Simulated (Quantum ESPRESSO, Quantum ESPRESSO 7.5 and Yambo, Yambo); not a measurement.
# A GW chain in Yambo: BN (P6_3/mmc)

Wanted: ground state, empty states, screening and self-energy for BN (P6_3/mmc).

Calculated with Quantum ESPRESSO 7.5 and Yambo 5.3.0; PBE and many-body steps on it, plane waves.

**Experimental background.**

- Gap 5.98 eV: direct gap suggested from cathodoluminescence and absorption; cathodoluminescence and optical absorption; bulk crystal (high-quality single crystal, earlier work) (quoted in “Near band gap photoluminescence properties of hexagonal boron nitride”, 2008, arxiv:0804.2760).

## (1) Starting point

Symmetry: P6_3/mmc, No. 194, hexagonal system. Conventional cell: a = 2.504 Å, b = 2.504 Å, c = 6.661 Å, α = 90.00°, β = 90.00°, γ = 120.00°. B has 3 N at 1.45 Å nearest. Nearest to N lie 3 B at 1.45 Å. Farther neighbours and most contacts between anions are not listed.

The cell and positions come from the Crystallography Open Database and are kept as given unless a step says otherwise.

## (2) Ground state

This step: Quantum ESPRESSO 7.5; DFT, PBE, plane waves, norm-conserving pseudopotentials.

The ground-state density comes first.

The input, pw.in:

```
&control
  calculation = 'scf'
  prefix = 'x'
  outdir = 'o'
  pseudo_dir = 'pseudo'
/
&system
  ibrav = 0
  nat = 4
  ntyp = 2
  ecutwfc = 72.0
  nbnd = 14
  force_symmorphic = .true.
/
&electrons
  conv_thr = 1e-10
  electron_maxstep = 80
  mixing_beta = 0.5
/
ATOMIC_SPECIES
  B 10.81 B.upf
  N 14.007 N.upf
CELL_PARAMETERS angstrom
  2.5039900000 0.0000000000 0.0000000000
  -1.2519950000 2.1685189508 0.0000000000
  0.0000000000 0.0000000000 6.6612000000
ATOMIC_POSITIONS crystal
  B 0.3333333333 0.6666666667 0.2500000000
  B 0.6666666667 0.3333333333 0.7500000000
  N 0.3333333333 0.6666666667 0.7500000000
  N 0.6666666667 0.3333333333 0.2500000000
K_POINTS automatic
  9 9 4 0 0 0
```

Command:

```bash
$ OMP_NUM_THREADS=1 mpirun -n 4 pw.x -nk 4 -in pw.in > pw.out
```

Log:

```text
Program PWSCF v.7.5 starts

     This program is part of the open-source Quantum ESPRESSO suite
     for quantum simulation of materials; please cite
         "P. Giannozzi et al., J. Phys.:Condens. Matter 21 395502 (2009);
         "P. Giannozzi et al., J. Phys.:Condens. Matter 29 465901 (2017);
         "P. Giannozzi et al., J. Chem. Phys. 152 154105 (2020);
     in publications or presentations arising from this work. More details at
     Message from routine setup:
     using ibrav=0 with symmetry is DISCOURAGED, use correct ibrav instead

     G-vector sticks info

     bravais-lattice index     =            0
     lattice parameter (alat)  =       4.7319  a.u.
     unit-cell volume          =     244.0871 (a.u.)^3
     number of atoms/cell      =            4
     number of atomic types    =            2
     number of electrons       =        16.00
     number of Kohn-Sham states=           14
     kinetic-energy cutoff     =      72.0000  Ry
     charge density cutoff     =     288.0000  Ry
     scf convergence threshold =      1.0E-10
     mixing beta               =       0.5000
     number of iterations used =            8  plain     mixing
     Exchange-correlation= PBE
                           (   1   4   3   4   0   0   0)

     celldm(1)=   4.731855  celldm(2)=   0.000000  celldm(3)=   0.000000
     celldm(4)=   0.000000  celldm(5)=   0.000000  celldm(6)=   0.000000

     crystal axes: (cart. coord. in units of alat)
               a(1) = (   1.000000   0.000000   0.000000 )
               a(2) = (  -0.500000   0.866025   0.000000 )
               a(3) = (   0.000000   0.000000   2.660234 )

     reciprocal axes: (cart. coord. in units 2 pi/alat)
               b(1) = (  1.000000  0.577350 -0.000000 )
               b(2) = (  0.000000  1.154701  0.000000 )
               b(3) = (  0.000000 -0.000000  0.375907 )
     Pseudo is Norm-conserving + core correction, Zval =  3.0
     Generated using ONCVPSP code by D. R. Hamann
     Using radial grid of 1534 points,  4 beta functions with:
     Pseudo is Norm-conserving + core correction, Zval =  5.0
     Generated using ONCVPSP code by D. R. Hamann
     Using radial grid of 1058 points,  4 beta functions with:
     B                 3.00    10.81000     B ( 1.00)
     N                 5.00    14.00700     N ( 1.00)

     12 Sym. Ops., with inversion, found

   Cartesian axes

     site n.     atom                  positions (alat units)
         1        B      tau(   1) = (  -0.0000000   0.5773503   0.6650586  )
         2        B      tau(   2) = (   0.5000000   0.2886751   1.9951757  )
         3        N      tau(   3) = (  -0.0000000   0.5773503   1.9951757  )
         4        N      tau(   4) = (   0.5000000   0.2886751   0.6650586  )

     number of k points=    43
                       cart. coord. in units 2pi/alat
        k(    1) = (   0.0000000   0.0000000   0.0000000), wk =   0.0061728
        k(    2) = (   0.0000000   0.0000000   0.0939767), wk =   0.0123457
        k(    3) = (   0.0000000   0.0000000  -0.1879534), wk =   0.0061728
        k(    4) = (   0.0000000   0.1283001   0.0000000), wk =   0.0370370
        k(    5) = (   0.0000000   0.1283001   0.0939767), wk =   0.0370370
        k(    6) = (   0.0000000   0.1283001  -0.1879534), wk =   0.0370370
        k(    7) = (   0.0000000   0.2566001   0.0000000), wk =   0.0370370
        k(    8) = (   0.0000000   0.2566001   0.0939767), wk =   0.0370370
        k(    9) = (   0.0000000   0.2566001  -0.1879534), wk =   0.0370370
        k(   10) = (   0.0000000   0.3849002   0.0000000), wk =   0.0370370
     [... 31 further rows ...]
        k(   42) = (  -0.1111111   0.4490502  -0.0939767), wk =   0.0740741
        k(   43) = (  -0.2222222   0.5132002  -0.0939767), wk =   0.0740741

     Dense  grid:    20149 G-vectors     FFT dimensions: (  25,  25,  72)

     Initial potential from superposition of free atoms

     starting charge      15.9995, renormalised to      16.0000
     Starting wfcs are   16 randomized atomic wfcs

     per-process dynamical memory:    22.2 Mb

     Self-consistent Calculation

     iteration #  1     ecut=    72.00 Ry     beta= 0.50

     total energy              =     -53.47386060 Ry
     estimated scf accuracy    <       0.74647451 Ry

     iteration #  2     ecut=    72.00 Ry     beta= 0.50

     total energy              =     -53.62335369 Ry
     estimated scf accuracy    <       0.06499904 Ry

     iteration #  3     ecut=    72.00 Ry     beta= 0.50

     total energy              =     -53.62851422 Ry
     estimated scf accuracy    <       0.00925257 Ry

     iteration #  4     ecut=    72.00 Ry     beta= 0.50

     total energy              =     -53.62947027 Ry
     estimated scf accuracy    <       0.00100228 Ry

     iteration #  5     ecut=    72.00 Ry     beta= 0.50

     total energy              =     -53.62971282 Ry
     estimated scf accuracy    <       0.00015133 Ry

     iteration #  6     ecut=    72.00 Ry     beta= 0.50

     total energy              =     -53.62973544 Ry
     estimated scf accuracy    <       0.00000113 Ry

     iteration #  7     ecut=    72.00 Ry     beta= 0.50

     total energy              =     -53.62973675 Ry
     estimated scf accuracy    <       0.00000026 Ry

     iteration #  8     ecut=    72.00 Ry     beta= 0.50

     total energy              =     -53.62973674 Ry
     estimated scf accuracy    <       0.00000005 Ry

     iteration #  9     ecut=    72.00 Ry     beta= 0.50

     total energy              =     -53.62973675 Ry
     estimated scf accuracy    <          2.8E-09 Ry

     iteration # 10     ecut=    72.00 Ry     beta= 0.50

     End of self-consistent calculation

          k = 0.0000 0.0000 0.0000 (  2481 PWs)   bands (ev):

   -13.0802 -12.7926  -1.4957   0.5918   3.3561   3.3561   3.3924   3.3924
     9.9733  14.9617  16.3422  16.3422  16.4627  16.4627

          k = 0.0000 0.0000 0.0940 (  2524 PWs)   bands (ev):

   -13.0403 -12.8371  -1.2409   0.2151   3.3613   3.3613   3.3866   3.3866
    10.6628  14.0819  16.3593  16.3593  16.4444  16.4445

          k = 0.0000 0.0000-0.1880 (  2518 PWs)   bands (ev):

   -12.9410 -12.9410  -0.5699  -0.5699   3.3740   3.3740   3.3740   3.3740
    12.3076  12.3076  16.4014  16.4014  16.4014  16.4016

          k = 0.0000 0.1283 0.0000 (  2523 PWs)   bands (ev):

     [... further k-points ...]

     highest occupied, lowest unoccupied level (ev):     4.6985    9.1282

!    total energy              =     -53.62973675 Ry
     estimated scf accuracy    <          7.5E-11 Ry

     The total energy is the sum of the following terms:
     one-electron contribution =     -16.17374647 Ry
     hartree contribution      =      16.48553800 Ry
     xc contribution           =     -17.34837431 Ry
     ewald contribution        =     -36.59315398 Ry

     convergence has been achieved in  10 iterations

     XML data file, charge density, pseudopotentials, collected wavefunctions

=------------------------------------------------------------------------------=
   JOB DONE.
=------------------------------------------------------------------------------=
```

Wall time 9.8 s (4 MPI ranks of Intel Xeon Platinum 8259CL at 2.50GHz (Skylake/Cascade Lake), shared host); peak memory 0.26 GiB; 38 s of CPU time.

Numbers from this step:

```
total energy               : -729.6697 eV
gap                        : 4.430 eV
k of the valence top       : 0.3333, 0.3333, -0.5
k of the conduction bottom : 0.1111, 0.4444, 0
least direct gap           : 4.670 eV
```

The gap is indirect, with the least direct gap 0.24 eV higher.

## (3) Bands along the symmetry lines

Levels along a band path, at the cheap level, show where the edges lie and whether the meshes to come will hold them.

The input, pw.in:

```
&control
  calculation = 'bands'
  prefix = 'x'
  outdir = 'o'
  pseudo_dir = 'pseudo'
/
&system
  ibrav = 0
  nat = 4
  ntyp = 2
  ecutwfc = 72.0
  nbnd = 14
  force_symmorphic = .true.
/
&electrons
  conv_thr = 1e-9
  electron_maxstep = 80
  diago_full_acc = .true.
  diago_thr_init = 5e-6
/
ATOMIC_SPECIES
  B 10.81 B.upf
  N 14.007 N.upf
CELL_PARAMETERS angstrom
  2.5039900000 0.0000000000 0.0000000000
  -1.2519950000 2.1685189508 0.0000000000
  0.0000000000 0.0000000000 6.6612000000
ATOMIC_POSITIONS crystal
  B 0.3333333333 0.6666666667 0.2500000000
  B 0.6666666667 0.3333333333 0.7500000000
  N 0.3333333333 0.6666666667 0.7500000000
  N 0.6666666667 0.3333333333 0.2500000000
K_POINTS crystal
  75
  0.00000000 0.00000000 0.00000000 1
  0.06250000 0.00000000 0.00000000 1
  0.12500000 0.00000000 0.00000000 1
  0.18750000 0.00000000 0.00000000 1
  0.25000000 0.00000000 0.00000000 1
  0.31250000 0.00000000 0.00000000 1
  0.37500000 0.00000000 0.00000000 1
  0.43750000 0.00000000 0.00000000 1
  0.50000000 0.00000000 0.00000000 1
  0.47916667 0.04166667 0.00000000 1
  0.45833333 0.08333333 0.00000000 1
  0.43750000 0.12500000 0.00000000 1
  0.41666666 0.16666666 0.00000000 1
  0.39583333 0.20833333 0.00000000 1
  0.37500000 0.25000000 0.00000000 1
  0.35416666 0.29166666 0.00000000 1
  0.33333333 0.33333333 0.00000000 1
  0.29166666 0.29166666 0.00000000 1
  0.25000000 0.25000000 0.00000000 1
  0.20833333 0.20833333 0.00000000 1
  0.16666666 0.16666666 0.00000000 1
  0.12500000 0.12500000 0.00000000 1
  0.08333333 0.08333333 0.00000000 1
  0.04166667 0.04166667 0.00000000 1
  0.00000000 0.00000000 0.00000000 1
  0.00000000 0.00000000 0.06250000 1
  0.00000000 0.00000000 0.12500000 1
  0.00000000 0.00000000 0.18750000 1
  0.00000000 0.00000000 0.25000000 1
  0.00000000 0.00000000 0.31250000 1
  0.00000000 0.00000000 0.37500000 1
  0.00000000 0.00000000 0.43750000 1
  0.00000000 0.00000000 0.50000000 1
  0.06250000 0.00000000 0.50000000 1
  0.12500000 0.00000000 0.50000000 1
  0.18750000 0.00000000 0.50000000 1
  0.25000000 0.00000000 0.50000000 1
  0.31250000 0.00000000 0.50000000 1
  0.37500000 0.00000000 0.50000000 1
  0.43750000 0.00000000 0.50000000 1
  0.50000000 0.00000000 0.50000000 1
  0.47916667 0.04166667 0.50000000 1
  0.45833333 0.08333333 0.50000000 1
  0.43750000 0.12500000 0.50000000 1
  0.41666666 0.16666666 0.50000000 1
  0.39583333 0.20833333 0.50000000 1
  0.37500000 0.25000000 0.50000000 1
  0.35416666 0.29166666 0.50000000 1
  0.33333333 0.33333333 0.50000000 1
  0.29166666 0.29166666 0.50000000 1
  0.25000000 0.25000000 0.50000000 1
  0.20833333 0.20833333 0.50000000 1
  0.16666666 0.16666666 0.50000000 1
  0.12500000 0.12500000 0.50000000 1
  0.08333333 0.08333333 0.50000000 1
  0.04166667 0.04166667 0.50000000 1
  0.00000000 0.00000000 0.50000000 1
  0.50000000 0.00000000 0.50000000 1
  0.50000000 0.00000000 0.43750000 1
  0.50000000 0.00000000 0.37500000 1
  0.50000000 0.00000000 0.31250000 1
  0.50000000 0.00000000 0.25000000 1
  0.50000000 0.00000000 0.18750000 1
  0.50000000 0.00000000 0.12500000 1
  0.50000000 0.00000000 0.06250000 1
  0.50000000 -0.00000000 0.00000000 1
  0.33333333 0.33333333 0.50000000 1
  0.33333333 0.33333333 0.43750000 1
  0.33333333 0.33333333 0.37500000 1
  0.33333333 0.33333333 0.31250000 1
  0.33333333 0.33333333 0.25000000 1
  0.33333333 0.33333333 0.18750000 1
  0.33333333 0.33333333 0.12500000 1
  0.33333333 0.33333333 0.06250000 1
  0.33333333 0.33333333 0.00000000 1
```

Log:

```text
[banner, memory and clock lines left out]
Program PWSCF v.7.5 starts

     Atomic positions and unit cell read from directory:
     o/x.save/

     Message from routine setup:
     using ibrav=0 with symmetry is DISCOURAGED, use correct ibrav instead

     G-vector sticks info

     bravais-lattice index     =            0
     lattice parameter (alat)  =       4.7319  a.u.
     unit-cell volume          =     244.0871 (a.u.)^3
     number of atoms/cell      =            4
     number of atomic types    =            2
     number of electrons       =        16.00
     number of Kohn-Sham states=           14
     kinetic-energy cutoff     =      72.0000  Ry
     charge density cutoff     =     288.0000  Ry
     Exchange-correlation= PBE
                           (   1   4   3   4   0   0   0)

     celldm(1)=   4.731855  celldm(2)=   0.000000  celldm(3)=   0.000000
     celldm(4)=   0.000000  celldm(5)=   0.000000  celldm(6)=   0.000000

     crystal axes: (cart. coord. in units of alat)
               a(1) = (   1.000000   0.000000   0.000000 )
               a(2) = (  -0.500000   0.866025   0.000000 )
               a(3) = (   0.000000   0.000000   2.660234 )

     reciprocal axes: (cart. coord. in units 2 pi/alat)
               b(1) = (  1.000000  0.577350 -0.000000 )
               b(2) = (  0.000000  1.154701  0.000000 )
               b(3) = (  0.000000 -0.000000  0.375907 )
     Pseudo is Norm-conserving + core correction, Zval =  3.0
     Generated using ONCVPSP code by D. R. Hamann
     Using radial grid of 1534 points,  4 beta functions with:
     Pseudo is Norm-conserving + core correction, Zval =  5.0
     Generated using ONCVPSP code by D. R. Hamann
     Using radial grid of 1058 points,  4 beta functions with:
     B                 3.00    10.81000     B ( 1.00)
     N                 5.00    14.00700     N ( 1.00)

     12 Sym. Ops., with inversion, found

   Cartesian axes

     site n.     atom                  positions (alat units)
         1        B      tau(   1) = (  -0.0000000   0.5773503   0.6650586  )
         2        B      tau(   2) = (   0.5000000   0.2886751   1.9951757  )
         3        N      tau(   3) = (  -0.0000000   0.5773503   1.9951757  )
         4        N      tau(   4) = (   0.5000000   0.2886751   0.6650586  )

     number of k points=    75
                       cart. coord. in units 2pi/alat
        k(    1) = (   0.0000000   0.0000000   0.0000000), wk =   0.0266667
        k(    2) = (   0.0625000   0.0360844   0.0000000), wk =   0.0266667
        k(    3) = (   0.1250000   0.0721688   0.0000000), wk =   0.0266667
[...]
[... 63 further rows ...]
        k(   74) = (   0.3333333   0.5773503   0.0234942), wk =   0.0266667
        k(   75) = (   0.3333333   0.5773503   0.0000000), wk =   0.0266667

     Dense  grid:    20149 G-vectors     FFT dimensions: (  25,  25,  72)

     The potential is recalculated from file :
     o/x.save/charge-density

     Starting wfcs are   16 randomized atomic wfcs

     Band Structure Calculation

     End of band structure calculation

          k = 0.0000 0.0000 0.0000 (  2481 PWs)   bands (ev):

   -13.0802 -12.7926  -1.4957   0.5918   3.3561   3.3561   3.3924   3.3924
     9.9733  14.9618  16.3422  16.3422  16.4627  16.4627

          k = 0.0625 0.0361 0.0000 (  2519 PWs)   bands (ev):

   -13.0036 -12.7185  -1.3905   0.6865   3.0366   3.0691   3.2054   3.2439
    10.1152  14.9141  16.2533  16.3966  16.6798  16.7987

          k = 0.1250 0.0722 0.0000 (  2529 PWs)   bands (ev):

   -12.7761 -12.4986  -1.0768   0.9673   2.1702   2.2024   2.8064   2.8503
    10.5043  14.7325  15.9849  16.3391  16.6136  17.6349

[...]
k = 0.3333 0.5774 0.0235 (  2508 PWs)   bands (ev):

    -9.2625  -9.2625  -3.2826  -3.1299  -2.4508  -2.4508   4.6247   4.6247
     9.5677   9.5677  15.5782  17.9656  17.9656  18.7516

          k = 0.3333 0.5774 0.0000 (  2508 PWs)   bands (ev):

    -9.2625  -9.2625  -3.2840  -3.1283  -2.4506  -2.4506   4.6218   4.6218
     9.5757   9.5757  15.5581  17.9432  17.9432  18.8159

     XML data file, pseudopotentials, collected wavefunctions
```

Wall time 7.1 s (4 MPI ranks); peak memory 0.22 GiB; 28 s of CPU time.

This step gave:

```
gap                        : 4.291 eV
k of the valence top       : 0.3542, 0.2917, 0
k of the conduction bottom : 0.5, 0, 0
least direct gap           : 4.670 eV
```

The gap is 4.291 eV, −0.138 eV from the run before at this level.

Electronic bands along the path, in eV, zero at the top of the highest filled band; v1 is the highest filled band, c1 the lowest empty one:

```
    point     v4     v3     v2     v1    c1     c2     c3     c4
        Γ  -1.37  -1.37  -1.33  -1.33  5.25  10.24  11.62  11.62
  halfway  -4.58  -3.00  -2.94  -2.69  7.09   8.77   9.30  10.64
        M  -4.19  -4.12  -1.45  -0.46  4.29   5.64   9.58  10.03
  halfway  -5.53  -5.46  -1.01  -0.19  4.52   5.46  11.26  12.05
        K  -7.17  -7.17  -0.10  -0.10  4.85   4.85  10.84  13.22
  halfway  -4.06  -3.96  -3.91  -2.24  7.76   8.37   8.44  12.28
        Γ  -1.37  -1.37  -1.33  -1.33  5.25  10.24  11.62  11.62
  halfway  -1.36  -1.36  -1.33  -1.33  5.94   9.36  11.64  11.64
        A  -1.35  -1.35  -1.35  -1.35  7.59   7.59  11.68  11.68
  halfway  -3.71  -3.71  -2.97  -2.97  8.18   8.18  10.32  10.32
        L  -4.16  -4.16  -0.94  -0.94  4.75   4.75   9.98   9.98
  halfway  -5.50  -5.50  -0.57  -0.57  4.80   4.80  11.95  11.95
        H  -7.18  -7.18  -0.02  -0.02  4.65   4.65  12.05  12.05
  halfway  -3.94  -3.94  -3.21  -3.21  7.96   7.96  10.84  10.84
        A  -1.35  -1.35  -1.35  -1.35  7.59   7.59  11.68  11.68
jump to L  -4.16  -4.16  -0.94  -0.94  4.75   4.75   9.98   9.98
  halfway  -4.18  -4.13  -1.30  -0.59  4.38   5.33   9.75  10.03
        M  -4.19  -4.12  -1.45  -0.46  4.29   5.64   9.58  10.03
jump to H  -7.18  -7.18  -0.02  -0.02  4.65   4.65  12.05  12.05
  halfway  -7.18  -7.18  -0.06  -0.06  4.75   4.75  11.15  13.30
        K  -7.17  -7.17  -0.10  -0.10  4.85   4.85  10.84  13.22
```

(Continued in part 2 of 3.)

[Paths, hosts, dates, memory and timing lines, banners, echoed tables and standing remarks are left out of the program output.]

[Logs are printed without paths, hosts, clocks, repeated set-up lines and the standing remarks that a program may print on its own settings, such as how far it seeks lower states.]

[Runs of the session that timed out or met a known fault of the program may be left out.]

[Hosts, paths, dates, database ids (printed as entryN), source tags and the programs' standing remarks are cut or masked in the printed files.]
